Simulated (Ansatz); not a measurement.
# Co$_{3}$Sn$_{2}$: how the plane-wave cutoff moves the results

Level of theory: DFT PBEsol, scalar-relativistic, plane waves, PAW (Ansatz).

```yaml
crystal:
  lattice:
    - [4.22299, 0.00000, 0.00000]
    - [-2.11150, 3.65722, 0.00000]
    - [0.00000, 0.00000, 5.06685]
  atoms:
    - { symbol: Co, position: [0.00000, 0.00000, 0.74636] }
    - { symbol: Co, position: [0.00000, 0.00000, 0.25364] }
    - { symbol: Co, position: [0.66667, 0.33333, 0.00000] }
    - { symbol: Sn, position: [0.66667, 0.33333, 0.50000] }
    - { symbol: Sn, position: [0.33333, 0.66667, 0.00000] }
```

The Γ-centred k-mesh is 12×12×8 and the occupation rule is Gaussian smearing, 0.1 eV. The list of starting moments (μB, in atom order) is 1.25 1.25 0.55 0 0. The check for lower electronic states after the SCF is on. The valence charge of the PAW sets is Co 17, Sn 14.

The atoms stay fixed while the plane-wave cutoff is varied. ΔE is the energy extrapolated to zero smearing, less that of the reference run (850 eV). The cell isn't necessarily relaxed at this level. Pressure is positive in compression and holds a correction for the finite cutoff (Pulay stress).

Times are rough; the reference took 9.2 min on 1 thread of Intel(R) Xeon(R) Processor @ 2.50GHz (Skylake/Cascade Lake), on a shared host, peak memory 1.5 GiB.

(1) One run gave ΔE = 8.43 meV/atom and P = -5.81 GPa. Which plane-wave cutoff did it use, of 150, 200, 250, 300, 350, 380, 420, 460, 520, 600, 700?

Moments started parallel; other magnetic orders weren't tried and can lie lower.

Results:

(1) 380 eV. All runs:

```csv
cutoff (eV),ΔE (meV/atom),P (GPa),largest change of a force component (eV/Å),cell moment (μB),plane waves at Γ,wall time (s)
150,79354,3.73,5.519,0.00,317,98
200,14944,-6.97,0.882,2.66,515,130
250,2620,-3.16,0.166,2.60,733,120
300,357,-5.51,0.104,2.50,921,180
350,35.2,-5.73,0.006,2.58,1155,220
380,8.43,-5.81,0.000,2.58,1325,260
420,3.03,-5.88,0.001,2.58,1499,310
460,1.78,-5.90,0.001,2.58,1763,260
520,0.90,-5.90,0.000,2.58,2101,310
600,0.54,-5.91,0.000,2.58,2607,390
700,0.12,-5.91,0.000,2.58,3303,450
850,0.00,-5.91,0.000,2.58,4375,550
```